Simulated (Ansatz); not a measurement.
# W: pressure against volume

How stiff is W, and at what volume does the pressure vanish? The cell is scaled evenly, atoms carried along, and solved with LAPW, PAW and all-electron datasets made for the crystal.

Program: Ansatz 0.2.0. Level of theory: DFT PBE, scalar-relativistic. These are calculated values, not measurements.

## 1. The system as given

The structure is cubic, space group Fm-3m (No. 225). Conventional cell: a = 4.060 Å, b = 4.060 Å, c = 4.060 Å, α = 90.00°, β = 90.00°, γ = 90.00°. W (site symmetry m-3m) has 12 W at 2.87 Å as nearest neighbours.

As a file:

```cif
data_structure
_symmetry_space_group_name_H-M 'Fm-3m'
_symmetry_Int_Tables_number 225
_cell_length_a 4.0600
_cell_length_b 4.0600
_cell_length_c 4.0600
_cell_angle_alpha 90.000
_cell_angle_beta 90.000
_cell_angle_gamma 90.000
_cell_volume 66.92
loop_
_atom_site_label
_atom_site_type_symbol
_atom_site_symmetry_multiplicity
_atom_site_Wyckoff_symbol
_atom_site_fract_x
_atom_site_fract_y
_atom_site_fract_z
_atom_site_occupancy
W1 W 4 a 0.00000 0.00000 0.00000 1
```

The file gives the conventional cell by its symmetry; the runs use the cell typed in the input.

## 2. Volume × 0.94, LAPW

The input, input.yaml:

```yaml
crystal:
  lattice:
    - [0.0, 1.9885598007, 1.9885598007]
    - [1.9885598007, 0.0, 1.9885598007]
    - [1.9885598007, 1.9885598007, 0.0]
  atoms:
    - { symbol: W, position: [0.0, 0.0, 0.0] }
kpoints:
  mp_grid: { grid: [14, 14, 14] }
  band_path:
    path:
      - [0.0, 0.0, 0.0]
      - [0.5, 0.0, 0.5]
      - [0.625, 0.25, 0.625]
      - [0.375, 0.375, 0.75]
      - [0.0, 0.0, 0.0]
      - [0.5, 0.5, 0.5]
      - [0.5, 0.25, 0.75]
      - [0.5, 0.0, 0.5]
    npoints: 5
scf:
  occupations: { method: fermi_dirac, width: 0.05 }
hamiltonian:
  xc: pbe
  pseudopotentials: { kind: all_electron, lapw: { basis_error: 0.00025 } }
output:
  forces: true
  stress: true
  eigenvalues: true
```

Launch:

```bash
$ ansatz run input.yaml --threads 1 --pin off --max-ram 3072MiB --backend cpu --events-out ev --progress --plain --runs-dir out
```

## 3. Volume × 0.94, PAW

The input, input.yaml:

```yaml
crystal:
  lattice:
    - [0.0, 1.9885598007, 1.9885598007]
    - [1.9885598007, 0.0, 1.9885598007]
    - [1.9885598007, 1.9885598007, 0.0]
  atoms:
    - { symbol: W, position: [0.0, 0.0, 0.0] }
kpoints:
  mp_grid: { grid: [14, 14, 14] }
scf:
  occupations: { method: fermi_dirac, width: 0.05 }
hamiltonian:
  xc: pbe
  pseudopotentials: { kind: paw }
output:
  forces: true
  stress: true
  eigenvalues: true
  efg: { contact_densities: true }
```

## 4. Volume × 0.94, crystal datasets

Changes to input.yaml since step 3:

```diff
@@ -13,3 +13,3 @@
   xc: pbe
-  pseudopotentials: { kind: paw }
+  pseudopotentials: { kind: all_electron, datasets: crystal }
 output:
```

## 5. Volume × 0.98, LAPW

The input, input.yaml:

```yaml
crystal:
  lattice:
    - [0.0, 2.0163754284, 2.0163754284]
    - [2.0163754284, 0.0, 2.0163754284]
    - [2.0163754284, 2.0163754284, 0.0]
  atoms:
    - { symbol: W, position: [0.0, 0.0, 0.0] }
kpoints:
  mp_grid: { grid: [14, 14, 14] }
  band_path:
    path:
      - [0.0, 0.0, 0.0]
      - [0.5, 0.0, 0.5]
      - [0.625, 0.25, 0.625]
      - [0.375, 0.375, 0.75]
      - [0.0, 0.0, 0.0]
      - [0.5, 0.5, 0.5]
      - [0.5, 0.25, 0.75]
      - [0.5, 0.0, 0.5]
    npoints: 5
scf:
  occupations: { method: fermi_dirac, width: 0.05 }
hamiltonian:
  xc: pbe
  pseudopotentials: { kind: all_electron, lapw: { basis_error: 0.00025 } }
output:
  forces: true
  stress: true
  eigenvalues: true
```

## 6. Volume × 0.98, PAW

The input, input.yaml:

```yaml
crystal:
  lattice:
    - [0.0, 2.0163754284, 2.0163754284]
    - [2.0163754284, 0.0, 2.0163754284]
    - [2.0163754284, 2.0163754284, 0.0]
  atoms:
    - { symbol: W, position: [0.0, 0.0, 0.0] }
kpoints:
  mp_grid: { grid: [14, 14, 14] }
scf:
  occupations: { method: fermi_dirac, width: 0.05 }
hamiltonian:
  xc: pbe
  pseudopotentials: { kind: paw }
output:
  forces: true
  stress: true
  eigenvalues: true
  efg: { contact_densities: true }
```

## 7. Volume × 0.98, crystal datasets

Changes to input.yaml since step 6:

```diff
@@ -13,3 +13,3 @@
   xc: pbe
-  pseudopotentials: { kind: paw }
+  pseudopotentials: { kind: all_electron, datasets: crystal }
 output:
```

## 8. Volume × 1.01, LAPW

The input, input.yaml:

```yaml
crystal:
  lattice:
    - [0.0, 2.0367442356, 2.0367442356]
    - [2.0367442356, 0.0, 2.0367442356]
    - [2.0367442356, 2.0367442356, 0.0]
  atoms:
    - { symbol: W, position: [0.0, 0.0, 0.0] }
kpoints:
  mp_grid: { grid: [14, 14, 14] }
  band_path:
    path:
      - [0.0, 0.0, 0.0]
      - [0.5, 0.0, 0.5]
      - [0.625, 0.25, 0.625]
      - [0.375, 0.375, 0.75]
      - [0.0, 0.0, 0.0]
      - [0.5, 0.5, 0.5]
      - [0.5, 0.25, 0.75]
      - [0.5, 0.0, 0.5]
    npoints: 5
scf:
  occupations: { method: fermi_dirac, width: 0.05 }
hamiltonian:
  xc: pbe
  pseudopotentials: { kind: all_electron, lapw: { basis_error: 0.00025 } }
output:
  forces: true
  stress: true
  eigenvalues: true
```

## 9. Volume × 1.01, PAW

The input, input.yaml:

```yaml
crystal:
  lattice:
    - [0.0, 2.0367442356, 2.0367442356]
    - [2.0367442356, 0.0, 2.0367442356]
    - [2.0367442356, 2.0367442356, 0.0]
  atoms:
    - { symbol: W, position: [0.0, 0.0, 0.0] }
kpoints:
  mp_grid: { grid: [14, 14, 14] }
scf:
  occupations: { method: fermi_dirac, width: 0.05 }
hamiltonian:
  xc: pbe
  pseudopotentials: { kind: paw }
output:
  forces: true
  stress: true
  eigenvalues: true
  efg: { contact_densities: true }
```

## 10. Volume × 1.01, crystal datasets

Changes to input.yaml since step 9:

```diff
@@ -13,3 +13,3 @@
   xc: pbe
-  pseudopotentials: { kind: paw }
+  pseudopotentials: { kind: all_electron, datasets: crystal }
 output:
```

## 11. Volume × 1.04, LAPW

The input, input.yaml:

```yaml
crystal:
  lattice:
    - [0.0, 2.0567135898, 2.0567135898]
    - [2.0567135898, 0.0, 2.0567135898]
    - [2.0567135898, 2.0567135898, 0.0]
  atoms:
    - { symbol: W, position: [0.0, 0.0, 0.0] }
kpoints:
  mp_grid: { grid: [14, 14, 14] }
  band_path:
    path:
      - [0.0, 0.0, 0.0]
      - [0.5, 0.0, 0.5]
      - [0.625, 0.25, 0.625]
      - [0.375, 0.375, 0.75]
      - [0.0, 0.0, 0.0]
      - [0.5, 0.5, 0.5]
      - [0.5, 0.25, 0.75]
      - [0.5, 0.0, 0.5]
    npoints: 5
scf:
  occupations: { method: fermi_dirac, width: 0.05 }
hamiltonian:
  xc: pbe
  pseudopotentials: { kind: all_electron, lapw: { basis_error: 0.00025 } }
output:
  forces: true
  stress: true
  eigenvalues: true
```

## 12. Volume × 1.04, PAW

The input, input.yaml:

```yaml
crystal:
  lattice:
    - [0.0, 2.0567135898, 2.0567135898]
    - [2.0567135898, 0.0, 2.0567135898]
    - [2.0567135898, 2.0567135898, 0.0]
  atoms:
    - { symbol: W, position: [0.0, 0.0, 0.0] }
kpoints:
  mp_grid: { grid: [14, 14, 14] }
scf:
  occupations: { method: fermi_dirac, width: 0.05 }
hamiltonian:
  xc: pbe
  pseudopotentials: { kind: paw }
output:
  forces: true
  stress: true
  eigenvalues: true
  efg: { contact_densities: true }
```

## 13. Volume × 1.04, crystal datasets

Changes to input.yaml since step 12:

```diff
@@ -13,3 +13,3 @@
   xc: pbe
-  pseudopotentials: { kind: paw }
+  pseudopotentials: { kind: all_electron, datasets: crystal }
 output:
```

(Steps that only read results are left out.)

Q: Predict the outcome of this session. Wanted: equilibrium volume; bulk modulus (for each run or level that gives them).

**Answer**, as computed:

| quantity | value |
| --- | --- |
| equilibrium volume (LAPW) | 16.454 Å³/atom |
| bulk modulus (LAPW) | 283 GPa |
| its pressure derivative (LAPW) | 4.1 |
| equilibrium volume (PAW) | 16.448 Å³/atom |
| bulk modulus (PAW) | 284 GPa |
| its pressure derivative (PAW) | 4.1 |
| equilibrium volume (crystal datasets) | 16.454 Å³/atom |
| bulk modulus (crystal datasets) | 283 GPa |
| its pressure derivative (crystal datasets) | 4.1 |

By LAPW, the pressure vanishes at 16.45 Å³/atom (-1.7 % from the starting cell) and the bulk modulus there is 283 GPa (Birch-Murnaghan, third order). PAW's volume lies -0.03 % and its modulus +0.4 % from LAPW's. No thermal or zero-point expansion is included. Spin-orbit coupling is left out, though the cell holds W; in elements this heavy it can shift bands and gaps by tenths of an eV.
